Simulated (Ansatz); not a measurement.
Relaxation of Fe

Level of theory: Ansatz, DFT PBE, scalar-relativistic, plane waves, PAW. Run with 420 eV cutoff, 18×18×10 k-mesh, Gaussian smearing of 0.10 eV, collinear spin.

What was changed in Mg: Mg → Fe on all its sites, cell and atoms relaxed.

Command:

```bash
ansatz run input.yaml --threads 1 --pin off --max-ram 1331MiB --backend cpu --events-out ev --progress --plain --runs-dir out
```

Input:

```yaml
crystal:
  lattice:
    - [2.5211138976, 0.0, 0.0]
    - [-1.2605569488, 2.1833486811, 0.0]
    - [0.0, 0.0, 4.3883545971]
  atoms:
    - { symbol: Fe, position: [0.3333333333, 0.6666666667, 0.25], spin: 2.87 }
    - { symbol: Fe, position: [0.6666666667, 0.3333333333, 0.75], spin: 2.87 }
basis:
  ecutwfc: 420
kpoints:
  mp_grid: { grid: [18, 18, 10] }
hamiltonian:
  xc: pbe
scf:
  occupations: { method: gaussian, width: 0.1 }
output:
  forces: true
  stress: true
  eigenvalues: true
  populations: true
magnetization:
  spin_polarized: true
relax:
  adjacent_minimum: "off"
  f_tol: 0.01
  max_steps: 60
  cell: { stress_tol: 0.1 }
```

F is the free energy. Steps run on the plane waves of an earlier cell, but the last one, and at times one on the way, on a freshly chosen basis, so a repeated geometry can differ a little in energy.

Steps:

```csv
step,F − F(1) (eV),largest force component (eV/Å),V (Å³/atom),P (GPa)
1,0.0000,0.000,12.078,-0.09
2,-0.0002,0.000,12.069,0.02
3,-0.0003,0.000,12.071,-0.01
4,-0.0002,0.000,12.071,-0.01
```

Relaxed structure:

```cif
data_structure
_symmetry_space_group_name_H-M 'P 1'
_symmetry_Int_Tables_number 1
_cell_length_a 2.5244
_cell_length_b 2.5244
_cell_length_c 4.3743
_cell_angle_alpha 90.000
_cell_angle_beta 90.000
_cell_angle_gamma 120.000
_cell_volume 24.14
loop_
_atom_site_label
_atom_site_type_symbol
_atom_site_fract_x
_atom_site_fract_y
_atom_site_fract_z
_atom_site_occupancy
Fe1 Fe 0.33333 0.66667 0.25000 1
Fe2 Fe 0.66667 0.33333 0.75000 1
```

The structure is hexagonal, space group P6_3/mmc (No. 194). Conventional cell: a = 2.524 Å, b = 2.524 Å, c = 4.374 Å, α = 90.00°, β = 90.00°, γ = 120.00°. Around Fe (site symmetry -6m2) lie 12 Fe at 2.52 to 2.63 Å.

The run converged. The run took roughly 110 core-seconds.